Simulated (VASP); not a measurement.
A run of VASP 6.6.1 is set up as follows.

INCAR

```
SYSTEM = ZnS
PREC = Accurate
ENCUT = 520
EDIFF = 1E-7
ISMEAR = 0
SIGMA = 0.05
LREAL = .FALSE.
LASPH = .TRUE.
NELM = 60
ALGO = Normal
ISIF = 2
LWAVE = .FALSE.
LCHARG = .FALSE.
GGA = PE
NBANDS = 26
```

KPOINTS

```
Automatic mesh
0
G
  12 12 4
  0 0 0
```

The input POSCAR:

```
ZnS
1.0
    3.8454929889      0.0000000000      0.0000000000
   -1.9227464944      3.3302946184      0.0000000000
    0.0000000000      0.0000000000      6.3053333047
Zn S
2 2
Direct
    0.3333333333      0.6666666667      0.0052197899
    0.6666666667      0.3333333333      0.5052197899
    0.3333333333      0.6666666667      0.3797802101
    0.6666666667      0.3333333333      0.8797802101
```

Potentials or basis: VASP PAW PBE potentials, release 64 (Zn, S).

Command:

```console
$ cat potpaw_PBE.64/Zn/POTCAR potpaw_PBE.64/S/POTCAR > POTCAR
$ mpirun -np 1 vasp_std > vasp.out
```

Q: What does it give for the pressure?

A: 0.1 GPa.

Q: What does it give for the band gap on the k mesh?

A: 2.08 eV, direct.

**What was measured.**

A printed reference work, monograph reports, for a bulk crystal of ZnS at 4 K: band gap 3.911 eV (direct).

Against the measured gap of ZnS, 3.911 eV (direct; 4 K; a printed reference work, monograph), the calculated 2.08 eV is off by -1.83 eV. The value is that of PBE on a finite k mesh, which can miss the band edges, without temperature or zero-point motion. Semilocal functionals fall short of measured gaps as a rule.
